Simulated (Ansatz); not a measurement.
⁴⁷Ti nuclear quadrupole resonance in Ti3O

Cell: a computed structure from the Materials Project (it need not be an observed phase), taken as it stands.

Space group P-31c (No. 163); a = 5.1373, c = 9.4829 Å, γ = 120.00°.

| site | Wyckoff | site symmetry | x | y | z |
| --- | --- | --- | --- | --- | --- |
| Ti | 12i | 1 | 0.6720 | 0.0059 | 0.3830 |
| O13 | 2d | 3.2 | 0.3333 | 0.6667 | 0.7500 |
| O15 | 2a | 3.2 | 0.0000 | 0.0000 | 0.7500 |

One atom of each set is listed.

Level of theory: DFT, r2SCAN, plane waves and PAW (field gradients read without the response of the frozen cores, which leaves them typically 4 to 6 % off), scalar-relativistic, 500 eV cutoff, Γ-centred 8×8×4 k-points, Fermi–Dirac smearing 0.05 eV (Ansatz 0.2.0).

⁴⁷Ti: I = 5/2, Q = 302.0 mb (year-2017 value). Static lattice, zero field.

**Question.** At which frequencies do the ⁴⁷Ti NQR lines lie?

**Answer.** For I = 5/2 and η = 0 the lines are 3|C_Q|/20 and twice that; η pulls their ratio below 2. At large η the states mix, and weaker lines appear at sums of the main ones; lines under 5 % of the strongest are left out.

```
site  atoms  V_zz (10²¹ V/m²)  C_Q (MHz)     η  line frequencies (MHz)
  Ti     12              1.49       10.9  0.69        2.32, 3.03, 5.35
```

**Question.** And for ⁴⁹Ti (I = 7/2, Q = 247.0 mb) on Ti?

**Answer.** C_Q scales with Q to 8.89 MHz, with lines at 1.15, 1.30, 1.81, 2.45 MHz.

With no gap above 0.1 eV, as in a metal, the gradients converge slowly in k; expect changes of a tenth or more on a denser mesh. Semilocal functionals can leave a metal where correlation in the d or f shell opens a gap in the real compound, and that would change the values at and beside Ti.
